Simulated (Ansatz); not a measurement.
# fcc against bcc along the 4d metals

Computed with DFT, r2SCAN, plane waves (500 eV) with PAW, scalar-relativistic (Ansatz). The PAW files were generated under PBE, with cores re-solved for the functional.

Each structure is relaxed within its symmetry, in the lowest magnetic state of the tried starts. Differences under about 8 meV lie within the error of the k-point mesh.

Real palladium is paramagnetic; a moment here is an artefact of the functional.

```tsv
element	E(fcc) − E(bcc) (meV/atom)	V(fcc) (Å³/atom)	V(bcc) (Å³/atom)	state of fcc	state of bcc
Y	-48	33.31	33.76	spin not included	ferromagnetic
Zr	-62	23.24	22.97	non-magnetic	non-magnetic
Nb	332	18.71	18.01	non-magnetic	spin not included
Mo	488	15.86	15.67	spin not included	spin not included
Ru	-418	13.57	14.40	spin not included	ferromagnetic
Rh	-330	13.72	14.30	non-magnetic	ferromagnetic
Pd	-52	14.98	15.06	ferromagnetic	spin not included
Ag	-36	17.28	17.45	spin not included	spin not included
Cd	-64	21.76	22.12	spin not included	spin not included
```
